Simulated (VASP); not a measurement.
# Sn (Immm) in VASP: further runs

Runs on Sn. Level: PBE. Tasks: single point.

All numbers are computed with VASP 6.6.1; they aren't measurements. Logs are shortened: lines on timing, memory, paths and dates and some standing lists are left out, and cuts for length are marked.

### Step 1. The structure

The structure is orthorhombic, space group Immm (No. 71). Conventional cell: a = 3.453 Å, b = 3.551 Å, c = 4.677 Å, α = 90.00°, β = 90.00°, γ = 90.00°. Sn (site symmetry mmm) is surrounded by 12 Sn at 3.41 to 3.55 Å.

This isn't the form of Sn at room conditions, which is tetragonal (white tin).

### Step 2. Single point, PBE

Contents of INCAR:

```
SYSTEM = Sn
ADDGRID = .FALSE.
ALGO = Normal
EDIFF = 1E-7
ENCUT = 550
GGA = PE
ISIF = 2
ISMEAR = 1
LASPH = .TRUE.
LCHARG = .FALSE.
LREAL = .FALSE.
LWAVE = .FALSE.
NELM = 100
PREC = Accurate
SIGMA = 0.2
```

Contents of KPOINTS:

```
k-points
0
G
  16 16 16
  0 0 0
```

Contents of POSCAR:

```
Sn
1.0
   -1.7265390000      1.7755470000      2.3383420000
    1.7265390000     -1.7755470000      2.3383420000
    1.7265390000      1.7755470000     -2.3383420000
Sn
1
Direct
    0.0000000000      0.0000000000      0.0000000000
```

Potentials or basis: VASP PAW PBE potentials, release 64 (Sn).

Launch:

```console
$ cat potpaw_PBE.64/Sn/POTCAR > POTCAR
$ mpirun -np 1 vasp_std > vasp.out
```

OUTCAR:

```text
SYSTEM = Sn
   EDIFF = 1E-7
   ENCUT = 550
   GGA = PE
   ISIF = 2
   ISMEAR = 1
   LASPH = .TRUE.
   LREAL = .FALSE.
   NELM = 100
   PREC = Accurate

 Found    621 irreducible k-points:

 Following reciprocal coordinates:
            Coordinates               Weight
  0.000000  0.000000  0.000000      1.000000
  0.062500  0.000000  0.000000      4.000000
  0.125000  0.000000  0.000000      4.000000
  0.187500  0.000000  0.000000      4.000000
  0.250000  0.000000  0.000000      4.000000
  0.312500  0.000000 -0.000000      4.000000
   k-points           NKPTS =    621   k-points in BZ     NKDIM =    621   number of bands    NBANDS=      6
   number of dos      NEDOS =    301   number of ions     NIONS =      1
   total plane-waves  NPLWV =  21952
   dimension x,y,z NGX =    28 NGY =   28 NGZ =   28
   dimension x,y,z NGXF=    56 NGYF=   56 NGZF=   56
   ions per type =               1
   NGX,Y,Z   is equivalent  to a cutoff of  13.67, 13.67, 13.67 a.u.
   NGXF,Y,Z  is equivalent  to a cutoff of  27.33, 27.33, 27.33 a.u.
 SYSTEM =  Sn
   PREC   = accura    normal or accurate (medium, high low for compatibility)
   ISTART =      0    job   : 0-new  1-cont  2-samecut
   ICHARG =      2    charge: 1-file 2-atom 10-const
   ISPIN  =      1    spin polarized calculation?
   LNONCOLLINEAR =      F non collinear calculations
   LSORBIT =      F    spin-orbit coupling
   LASPH  =      T    aspherical Exc in radial PAW
   ENCUT  =  550.0 eV  40.42 Ry    6.36 a.u.   6.51  6.51  6.51*2*pi/ulx,y,z
   NELM   =    100;   NELMIN=  2; NELMDL= -5     # of ELM steps
   EDIFF  = 0.1E-06   stopping-criterion for ELM
   LREAL  =      F    real-space projection
   EDIFFG = 0.1E-05   stopping-criterion for IOM
   NSW    =      0    number of steps for IOM
   IBRION =     -1    ionic relax: 0-MD 1-quasi-New 2-CG
   NFREE  =      0    steps in history (QN), initial steepest desc. (CG)
   ISIF   =      2    stress and relaxation
   ISYM   =      2    0-nonsym 1-usesym 2-fastsym
   POTIM  = 0.5000    time-step for ionic-motion
   TEBEG  =    0.0;   TEEND  =   0.0 temperature during run
   PSTRESS=    0.0 pullay stress
   NELECT =       4.0000    total number of electrons
   NUPDOWN=      -1.0000    fix difference up-down
   EMIN   =  10.00;   EMAX   =-10.00  energy-range for DOS
   EFERMI =   0.00;   METHOD = LEGACY
   ISMEAR =     1;   SIGMA  =   0.20  broadening in eV -4-tet -1-fermi 0-gaus
   EFERMI_NEDOS =   21; number of points for ismear=-14 and -15
   IALGO  =     38    algorithm
   IMIX   =      4    mixing-type and parameters
     AMIX     =   0.40;   BMIX     =  1.00
     AMIX_MAG =   1.60;   BMIX_MAG =  1.00
  volume/ion in A,a.u.               =      28.67       193.50
  Fermi-wavevector in a.u.,A,eV,Ry     =   0.849055  1.604482  9.808370  0.720895
  Thomas-Fermi vector in A             =   1.964816
   LORBIT       =      0    0 simple, 1 ext, 2 COOP (PROOUT), +10 PAW based schemes
   GGA     = PE    functional components
   LHFCALC =     F    Hartree Fock is set to
   AEXX    =    0.0000 exact exchange contribution
   IVDW    =     0    specifies the selected vdW correction
   LEPSILON=     F    determine dielectric tensor
   LRPA    =     F    only Hartree local field effects (RPA)
 non-spin polarized calculation
 Methfessel and Paxton  Order N= 1 SIGMA  =   0.20
  energy-cutoff  :      550.00
  volume of cell :       28.67
 maximum number of plane-waves:       859
 NGX is ok and might be reduce to    28
   NGX = 13   NGY = 13   NGZ = 13

 number of electron       4.0000000 magnetization

 Free energy of the ion-electron system (eV)
  ---------------------------------------------------
  ext. energy  EPLUGINS =         0.00000000
  ---------------------------------------------------
  free energy    TOTEN  =        -3.77347032 eV

  energy without entropy =       -3.77278248  energy(sigma->0) =       -3.77324104

 E-fermi :   4.9432     XC(G=0):  -9.9656

 val. band max:        4.9404071633   @ k =  -0.3750   0.1250   0.0625
 cond. band min:       4.9461213394   @ k =  -0.4375  -0.3125   0.1250
 fundamental gap:      0.0057141760
 Fermi energy:         4.9431862216

 k-point     1 :       0.0000    0.0000    0.0000
  band No.  band energies     occupation
      1      -5.8251      2.00000
      2      11.9803      0.00000
      3      12.1244      0.00000
      4      12.5298      0.00000
      5      15.5902      0.00000
      6      15.8024      0.00000

 k-point     2 :       0.0625    0.0000    0.0000
  band No.  band energies     occupation
      1      -5.7496      2.00000
      2      11.1550      0.00000
      3      11.9994      0.00000
      4      12.3725      0.00000
      5      15.0507      0.00000
      6      16.2282      0.00000

 k-point     3 :       0.1250    0.0000    0.0000
  band No.  band energies     occupation
      1      -5.5233      2.00000
      2       9.4126      0.00000
      3      11.8147      0.00000
      4      11.9926      0.00000
      5      14.7303      0.00000
      6      16.6529      0.00000

 k-point     4 :       0.1875    0.0000    0.0000
  band No.  band energies     occupation
      1      -5.1470      2.00000
      2       7.5252     -0.00000
      3      11.5366      0.00000
      4      11.5884      0.00000
      5      14.5138      0.00000
      6      16.7738      0.00000

 k-point     5 :       0.2500    0.0000    0.0000
  band No.  band energies     occupation
      1      -4.6235      2.00000
      2       5.6895     -0.00000
      3      11.0962      0.00000
      4      11.3696      0.00000
      5      14.3834      0.00000
      6      16.1850      0.00000

 k-point     6 :       0.3125    0.0000   -0.0000
  band No.  band energies     occupation
      1      -3.9604      2.00000
      2       3.9745      2.00000
      3      10.7196      0.00000
      4      11.1869      0.00000
      5      14.3415      0.00000
      6      15.6640      0.00000

 [... further k-points ...]

------------------------ aborting loop because EDIFF is reached ----------------------------------------

  FORCE on cell =-STRESS in cart. coord.  units (eV):
  Direction    XX          YY          ZZ          XY          YZ          ZX
  --------------------------------------------------------------------------------------
  -------------------------------------------------------------------------------------
  Total       -0.1450239     -0.2718795     -0.2146474     -0.0000000      0.0000000      0.0000000
  in kB       -8.1035178    -15.1918445    -11.9938767     -0.0000000      0.0000000      0.0000000
  external PRESSURE =     -11.7630797 kB  Pullay stress =       0.0000000 kB

 VOLUME and BASIS-vectors are now :
 -----------------------------------------------------------------------------
  energy-cutoff  :      550.00
  volume of cell :       28.67
      direct lattice vectors                 reciprocal lattice vectors
    -1.726539000  1.775547000  2.338342000     0.000000000  0.281603359  0.213826720
     1.726539000 -1.775547000  2.338342000     0.289596702  0.000000000  0.213826720
     1.726539000  1.775547000 -2.338342000     0.289596702  0.281603359  0.000000000

 POSITION                                       TOTAL-FORCE (eV/Angst)
 -----------------------------------------------------------------------------------
      0.00000      0.00000      0.00000         0.000000      0.000000      0.000000
 -----------------------------------------------------------------------------------
    total drift:                               -0.000000     -0.000000      0.000000

  FREE ENERGIE OF THE ION-ELECTRON SYSTEM (eV)
  ---------------------------------------------------
  free  energy   TOTEN  =        -3.7734703237 eV

  energy  without entropy=       -3.7727824796  energy(sigma->0) =       -3.77324104
```

Run time: 46 s. Hardware: 1 thread of Intel Xeon 6975P-C (Granite Rapids), shared host; peak memory 0.27 GiB.

These settings aren't checked as converged: the numbers below hold their error.

What came out:

| Item | Value |
| --- | --- |
| Free energy | -3.7735 eV |
| Pressure | -1.2 GPa |
| Band gap on the k mesh | none (metal or under the smearing width) |

### Step 3. Single point, PBE

INCAR is that of step 2.

KPOINTS is that of step 2.

Contents of POSCAR:

```
Sn
1.0
   -1.6810770000      1.7214010000      2.3373330000
    1.7271670000     -1.7623000000      2.4024190000
    1.7145940000      1.7948920000     -2.3683880000
Sn
1
Direct
    0.0245380000     -0.0183670000      0.0024320000
```

Potentials or basis: VASP PAW PBE potentials, release 64 (Sn).

Launch:

```console
$ cat potpaw_PBE.64/Sn/POTCAR > POTCAR
$ mpirun -np 1 vasp_std > vasp.out
```

It took 2.7 min on 1 thread of Intel Xeon 6975P-C (Granite Rapids), shared host; peak memory 0.55 GiB.

The run converged, but some of its settings lie outside the range that counts as converged, so its numbers aren't taken as properties of the crystal.

Results:

```
Free energy            : -3.7731 eV
Pressure               : -1.2 GPa
Band gap on the k mesh : none (metal or under the smearing width)
```

### Step 4. Single point, PBE

Edit INCAR of step 3 so:

```diff
@@ -13,3 +13,3 @@
 NELM = 100
-PREC = Accurate
+PREC = Low
 SIGMA = 0.2
```

KPOINTS is that of step 3.

Contents of POSCAR:

```
Sn
1.0
   -1.7265390000      1.7755470000      2.3383420000
    1.7265390000     -1.7755470000      2.3383420000
    1.7265390000      1.7755470000     -2.3383420000
Sn
1
Direct
    0.0000000000      0.0000000000      0.0000000000
```

Launch:

```console
$ cat potpaw_PBE.64/Sn/POTCAR > POTCAR
$ mpirun -np 1 vasp_std > vasp.out
```

Run time: 22 s. Hardware: 1 thread of Intel Xeon 6975P-C (Granite Rapids), shared host; peak memory 0.2 GiB.

The run converged, but some of its settings lie outside the range that counts as converged, so its numbers aren't taken as properties of the crystal.

What came out:

| Item | Value |
| --- | --- |
| Free energy | -3.7735 eV |
| Pressure | -1.2 GPa |
| Band gap on the k mesh | none (metal or under the smearing width) |

### Step 5. The reference run

An earlier run on the cell as given: functional PBE; potentials or basis VASP PAW PBE potentials, release 64 (Sn_d); cutoff 520 eV; k mesh 11 × 11 × 11; occupations fermi-dirac, width 0.05 eV; no spin polarisation.

- Pressure: -1.1 GPa
- Band gap on the k mesh: none (metal or under the smearing width)
